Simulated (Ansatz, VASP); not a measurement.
**La: VASP beside Ansatz**

```xyz
1
Lattice="-2.1120 2.1120 2.1120 2.1120 -2.1120 2.1120 2.1120 2.1120 -2.1120" Properties=species:S:1:pos:R:3 pbc="T T T"
La    0.0000    0.0000    0.0000
```

Alike in both runs: functional PBE; k mesh 14 × 14 × 14; occupations fermi-dirac, width 0.05 eV; no spin polarisation.

Ansatz relaxed the structure, and its values are those at the end. VASP's run is a single point on that final structure, the one shown.

```csv
,VASP,Ansatz
version,VASP 6.6.1,Ansatz 0.2.0
potentials or method,"VASP PAW PBE potentials, release 64 (La), cutoff 520 eV","all-electron LAPW, scalar-relativistic"
```

|  | VASP | Ansatz | Ansatz less VASP |
| --- | --- | --- | --- |
| pressure (GPa) | 0.0 | 0.0 | +0.03 |

Ansatz ran all-electron here, so the differences hold the error of VASP's frozen core and of both bases.

The runs have no spin-orbit coupling, so splittings on La are missing.
